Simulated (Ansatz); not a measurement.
Crystal: HfB2.

```
Hf B
1.0
     3.14000    0.00000    0.00000
    -1.57000    2.71932    0.00000
     0.00000    0.00000    3.48000
Hf B
1 2
Direct
  0.00000 0.00000 0.00000
  0.66667 0.33333 0.50000
  0.33333 0.66667 0.50000
```

Base run:

| Quantity | Value |
| --- | --- |
| Program | Ansatz 0.2.0 |
| Functional | LDA |
| Potentials or basis | Ansatz PAW |
| Cutoff | 420 eV (not typed: the program's choice for these potentials) |
| k mesh | 10 × 10 × 8 |
| Occupations | fermi-dirac, width 0.05 eV |
| Spin | no spin polarisation |
| Hubbard terms | Hf d U = 8 eV |

Its results: band gap on the k mesh none (metal or under the smearing width); pressure -1.4 GPa.

The run is repeated on the same cell with these changes: hubbard terms from Hf d U = 8 eV to Hf d U = 3 eV. What comes out?

Band gap on the k mesh none (metal or under the smearing width); pressure -7.3 GPa.

Caveats: U without spin polarisation on a metal has little footing; the PAW data sets come from PBE, with cores solved anew for the run's functional, which leaves a small shift of forces and pressure; the U is typed as a test and isn't derived for this compound.
